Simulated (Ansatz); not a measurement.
# Ru: the cost of one run

Program: Ansatz 0.2.0. Level of theory: DFT PBE, scalar-relativistic, plane waves, PAW. These are calculated values, not measurements.

1 further run of the same task is left out (set aside as unsound or not needed).

### Step 1. Starting point

Symmetry: P6_3/mmc, No. 194, hexagonal system. The conventional cell has a = 2.706 Å, b = 2.706 Å, c = 4.282 Å, α = 90.00°, β = 90.00°, γ = 120.00°. Around Ru (site symmetry -6m2) lie 12 Ru at 2.65 to 2.71 Å.

Coordinates:

```cif
data_structure
_symmetry_space_group_name_H-M 'P 1'
_symmetry_Int_Tables_number 1
_cell_length_a 2.7058
_cell_length_b 2.7058
_cell_length_c 4.2819
_cell_angle_alpha 90.000
_cell_angle_beta 90.000
_cell_angle_gamma 120.000
_cell_volume 27.15
loop_
_atom_site_label
_atom_site_type_symbol
_atom_site_fract_x
_atom_site_fract_y
_atom_site_fract_z
_atom_site_occupancy
Ru1 Ru 0.33333 0.66667 0.25000 1
Ru2 Ru 0.66667 0.33333 0.75000 1
```

The structure comes from the Crystallography Open Database.

### Step 2. A distortion that keeps the symmetry

Against the listed cell: strain xx, yy, zz, yz, xz, xy = +5.7, +5.7, -0.3, +0.0, +0.0, +0.0 %.

File input.yaml:

```yaml
crystal:
  lattice:
    - [2.8591640405, 0.0, 0.0]
    - [-1.4295820202, 2.4761086927, 0.0]
    - [0.0, 0.0, 4.267684092]
  atoms:
    - { symbol: Ru, position: [0.3333333333, 0.6666666667, 0.25] }
    - { symbol: Ru, position: [0.6666666667, 0.3333333333, 0.75] }
basis:
  ecutwfc: 420
kpoints:
  mp_grid: { grid: [18, 18, 10] }
hamiltonian:
  xc: pbe
scf:
  occupations: { method: gaussian, width: 0.1 }
output:
  forces: true
  stress: true
  eigenvalues: true
  populations: true
```

**Question.** How long does this run take on 1 thread of an Arm CPU, shared host, and how much memory does it need?

About 6.4 s, with a peak of 0.36 GiB.
